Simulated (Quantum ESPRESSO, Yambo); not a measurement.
# AlN (P6_3mc): G0W0 on several meshes in Yambo, part 2 of 2

Wanted: mesh dependence and cost of G0W0 for AlN (P6_3mc).

Quantum ESPRESSO 7.5 and Yambo 5.3.0; PBE and many-body steps on it, plane waves. Known limits of the many-body steps: not at the basis limit; coarse k mesh.

So far. Step 5 (Empty states on the mesh, 3×3×2 mesh, 209 bands): On this mesh the gap is 4.221 eV. Step 7 (3×3×2): Against G0W0 in Yambo (3×3×4 mesh, 209 bands, screening to 231.3 eV, Godby-Needs plasmon pole), the gap moves by −0.034 eV.

The database entry behind the starting cell differs from later determinations by our own check (inner coordinate u about 0.002 short), so it need not match the best structure at ambient conditions.

### Step 8. Empty states on the mesh, 6×6×4 mesh, 209 bands

This step: Quantum ESPRESSO 7.5; DFT, PBE, plane waves, norm-conserving pseudopotentials.

The input, pw.in:

```
&control
  calculation = 'nscf'
  prefix = 'x'
  outdir = 'o'
  pseudo_dir = 'pseudo'
/
&system
  ibrav = 0
  nat = 4
  ntyp = 2
  ecutwfc = 72.0
  nbnd = 209
  force_symmorphic = .true.
/
&electrons
  conv_thr = 1e-9
  electron_maxstep = 80
  diago_full_acc = .true.
  diago_thr_init = 5e-6
/
ATOMIC_SPECIES
  Al 26.982 Al.upf
  N 14.007 N.upf
CELL_PARAMETERS angstrom
  3.1130000000 -0.0000000000 0.0000000000
  -1.5565000000 2.6959370820 0.0000000000
  0.0000000000 0.0000000000 4.9810000000
ATOMIC_POSITIONS crystal
  Al 0.3333333333 0.6666666667 0.0000000000
  Al 0.6666666667 0.3333333333 0.5000000000
  N 0.3333333333 0.6666666667 0.3800000000
  N 0.6666666667 0.3333333333 0.8800000000
K_POINTS automatic
  6 6 4 0 0 0
```

Command:

```sh
$ OMP_NUM_THREADS=1 mpirun -n 4 pw.x -nk 4 -in pw.in > pw.out
```

The log of the run:

```text
[banner, memory and clock lines left out]
Program PWSCF v.7.5 starts

     Atomic positions and unit cell read from directory:
     o/x.save/

     Message from routine setup:
     using ibrav=0 with symmetry is DISCOURAGED, use correct ibrav instead

     G-vector sticks info

     bravais-lattice index     =            0
     lattice parameter (alat)  =       5.8827  a.u.
     unit-cell volume          =     282.0993 (a.u.)^3
     number of atoms/cell      =            4
     number of atomic types    =            2
     number of electrons       =        16.00
[...]
159.4433

          k = 0.0000 0.0000 0.1562 (  2893 PWs)   bands (ev):

[...]
[... 15 further rows ...]
[...]
158.8777

          k = 0.0000 0.0000-0.3125 (  2858 PWs)   bands (ev):

[...]
76.5466  76.5466  76.9146  76.9146  76.9146  76.9146  77.7650  77.7650
     [... 15 further rows ...]
   151.4963 151.4963 153.0743 153.0743 153.0743 153.0743 154.3871 154.3871
   154.6371

          k = 0.0000 0.1925 0.0000 (  2896 PWs)   bands (ev):

     [... further k-points ...]

     highest occupied, lowest unoccupied level (ev):     7.1067   11.3272

     XML data file, pseudopotentials, collected wavefunctions
```

Elapsed: 34 s, on 4 MPI ranks of Arm Neoverse V1, shared host; peak memory 0.41 GiB; 2.3 min of CPU time.

This step gave:

| Property | Result |
| --- | --- |
| gap | 4.221 eV |
| k of the valence top | 0, 0, 0 |
| k of the conduction bottom | 0, 0, 0 |
| least direct gap | 4.221 eV |
| k points computed | 24 |
| lowest point of the top converged band, above the valence top | 147.5304 eV |

On this mesh the gap is 4.221 eV.

### Step 9. Conversion and set-up

This step: Yambo 5.3.0; conversion and set-up on PBE, plane waves, norm-conserving pseudopotentials.

Command:

```sh
$ (cd o/x.save; p2y > p2y.log; mv SAVE ../..); yambo > setup.log
```

The log of the run:

```text
 Yambo, version 5.3.0

 [02] CORE Variables Setup
 =========================

  [02.01] Unit cells
  ==================

  Cell kind             :  HCP
  Atoms in the cell     :  Al  N
  number of Al atoms    :  2
  number of N  atoms    :  2

  List of atomic masses
  Mass of Al    :  26.98200
  Mass of N     :  14.00700

  List of atomic coordinates    : [cc]
  Al1       : -0.29414E-09   3.3964       0.0000      order 1
  Al2       :  2.941359  1.698194  4.706363  order 2
  N1       : -0.29414E-09   3.3964       3.5768      order 3
[...]
Q [ 1]         [rlu]:  0.000000  0.000000  0.000000
 Q [ 2]         [rlu]:  0.000000  0.000000  0.250000
 Q [ 3]         [rlu]:  0.000000  0.000000 -0.500000
[...]
Q [ 8]         [rlu]: -0.40821E-19  0.33333      0.25000
 Q [ 9]         [rlu]: -0.40821E-19  0.33333     -0.50000
 Q [10]         [rlu]:  0.61232E-19 -0.50000       0.0000
     [... 12 further rows ...]
 Q [23]         [rlu]:  0.40821E-19 -0.33333      0.25000
 Q [24]         [rlu]: -0.166667 -0.333333  0.250000

  [03.01] X indexes
  =================

   [03.01.01] Sigma indexes
   ========================

 [06] Game Over & Game summary
```

Run time: 2.5 s. Hardware: 1 MPI rank; peak memory 0.24 GiB.

### Step 10. 6×6×4

This step: G0W0 on PBE, plane waves, norm-conserving pseudopotentials.

The input, gw12.in:

```
HF_and_locXC
gw0
dyson
ppa
em1d
rim_cut
RandQpts= 1000000
RandGvec= 1 RL
EXXRLvcs= 72 Ry
VXCRLvcs= 288 Ry
Chimod= "HARTREE"
% BndsRnXp
 1 | 209 |
%
NGsBlkXp= 17 Ry
% LongDrXp
 1 | 1 | 1 |
%
% GbndRnge
 1 | 209 |
%
DysSolver= "n"
ExtendOut
PPAPntXp= 27.21138 eV
% QPkrange
 1 | 1 | 7 | 10 |
%
```

Command:

```sh
$ OMP_NUM_THREADS=1 mpirun -n 4 yambo -F gw12.in -J gw12 -C gw12 > gw12.log
```

The log of the run:

```text
 Yambo, version 5.3.0

 [02] CORE Variables Setup
 =========================

  [... cell, symmetries and grids as in the set-up ...]

  [02.05] Energies & Occupations
  ==============================

  [X] === General ===
  [X] Electronic Temperature                        :  0.000000  0.000000 [eV K]
  [X] Bosonic    Temperature                        :  0.000000  0.000000 [eV K]
  [X] Finite Temperature mode                       : no
  [X] El. density                                   :  0.38275E+24 [cm-3]
[...]
Sx RL components                                 :  2875

   QP @ state[ 1 ] K range                          :  1  1
   QP @ state[ 1 ] b range                          :   7  10
   GF energies kind                                 : Perdew, Burke & Ernzerhof(X)+Perdew, Burke & Ernzerhof(C)
   GF WF`s kind                                     : Perdew, Burke & Ernzerhof(X)+Perdew, Burke & Ernzerhof(C)
   Xs energies kind                                 : Perdew, Burke & Ernzerhof(X)+Perdew, Burke & Ernzerhof(C)
   Xs WF`s kind                                     : Perdew, Burke & Ernzerhof(X)+Perdew, Burke & Ernzerhof(C)

 [11] Game Over & Game summary
```

Wall time 12 min (4 MPI ranks); peak memory 2.4 GiB.

Numbers from this step:

```yaml
g0w0_gap_on_the_points_computed: 5.631 eV
starting_gap_on_the_mesh: 4.221 eV
k_of_the_valence_top: 0, 0, 0
k_of_the_conduction_bottom: 0, 0, 0
least_direct_g0w0_gap_on_the_computed_points: 5.631 eV
```

Against G0W0 in Yambo (3×3×4 mesh, 209 bands, screening to 231.3 eV, Godby-Needs plasmon pole), the gap moves by +0.026 eV.

### Step 11. Side by side

Times are wall times on 4 MPI ranks of Arm Neoverse V1, shared host, good to a factor of about two.

| run | mesh | bands | screening cutoff (eV) | DFT gap (eV) | gap on the mesh (eV) | direct (eV) | time |
| --- | --- | --- | --- | --- | --- | --- | --- |
| 3×3×4 | 3×3×4 | 209 | 231.3 | 4.221 | 5.605 | 5.605 | 87 s |
| 3×3×2 | 3×3×2 | 209 | 231.3 | 4.221 | 5.570 | 5.570 | 33 s |
| 6×6×4 | 6×6×4 | 209 | 231.3 | 4.221 | 5.631 | 5.631 | 12 min |

### Step 12. What came out

| Item | Value |
| --- | --- |
| 3×3×4 | 5.605 eV |
| 3×3×2 | 5.570 eV |
| 6×6×4 | 5.631 eV |
| known limits | not at the basis limit; coarse k mesh |

3×3×2: −0.034 eV against 3×3×4. 6×6×4: +0.026 eV against 3×3×4. Bands and cutoff are finite, so the gap is not at the basis limit. The miss can reach some tenths of an eV and take either sign; the mesh is an error of its own. In the G0W0 runs levels were corrected at 1 k point alone, so a gap called «on the mesh» is the least over those, and an edge elsewhere would be missed. The 3×3×4 mesh is coarse for this cell, which bears on the long-range parts of exchange and screening.

[Paths, hosts, dates, memory and timing lines, banners, echoed tables and standing remarks are left out of the program output.]

[Logs are printed without paths, hosts, clocks, repeated set-up lines and the standing remarks that a program may print on its own settings, such as how far it seeks lower states.]

[Runs of the session that timed out or met a known fault of the program may be left out.]

[Hosts, paths, dates, database ids (printed as entryN), source tags and the programs' standing remarks are cut or masked in the printed files.]
